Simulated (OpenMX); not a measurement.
Crystal: Bi2Se3 (Paraguanajuatite).

```xyz
5
Lattice="2.0715 1.1960 9.5453 -2.0715 1.1960 9.5453 0.0000 -2.3920 9.5453" Properties=species:S:1:pos:R:3 pbc="T T T"
Bi    0.0000    0.0000   17.1587
Bi    0.0000    0.0000   11.4773
Se    0.0000    0.0000   22.5738
Se    0.0000    0.0000    6.0622
Se    0.0000    0.0000    0.0000
```

Base run:

| Item | Value |
| --- | --- |
| Program | OpenMX 3.8.5 |
| Functional | PBE |
| Potentials or basis | OpenMX 2013 PBE set, Bi8.0-s3p2d2f1, Se7.0-s3p2d2, grid cutoff 500 Ry |
| k mesh | 9 × 9 × 9 |
| Occupations | fermi-dirac, width 0.05 eV |
| Spin | no spin polarisation |

Its results: band gap on the k mesh 0.16 eV, direct; pressure 5.1 GPa; largest force 0.585 eV/Å.

Problem. The run is repeated on the same cell with these changes: potentials or basis from OpenMX 2013 PBE set, Bi8.0-s3p2d2f1, Se7.0-s3p2d2, grid cutoff 500 Ry to OpenMX 2013 PBE set, Bi8.0-s3p2d2, Se7.0-s3p2d1, grid cutoff 500 Ry. What comes out?

Solution. Band gap on the k mesh 0.24 eV, direct; pressure 5.5 GPa; largest force 0.737 eV/Å.

Caveats: spin-orbit coupling is left out, which as a rule narrows the gap of such compounds by several tenths of an eV; the basis of atomic orbitals isn't converged, which shifts pressures, moduli and gaps; an odd mesh through Γ misses points on the zone boundary, where band edges often lie (some runs).

Not every run made on this cell is shown here.
